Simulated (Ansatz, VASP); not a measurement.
**One calculation of V, two programs**

```
V
1.0
    -1.46365    1.46365    1.46365
     1.46365   -1.46365    1.46365
     1.46365    1.46365   -1.46365
V
1
Direct
  0.00000 0.00000 0.00000
```

Alike in both runs: task single point; functional LDA; k mesh 25 × 25 × 25; occupations fermi-dirac, width 0.1 eV; no spin polarisation.

```csv
,VASP,Ansatz
version,VASP 6.6.1,Ansatz 0.2.0
potentials or method,"VASP PAW LDA potentials, release 64 (V_sv)","plane waves (420 eV) with PAW, scalar-relativistic"
plane-wave cutoff (eV),520,420
valence electrons in the cell,13,13
```

|  | VASP | Ansatz | Ansatz less VASP |
| --- | --- | --- | --- |
| pressure (GPa) | 0.5 | 0.0 | -0.50 |

Ansatz warned: «pseudo_functional_mismatch».
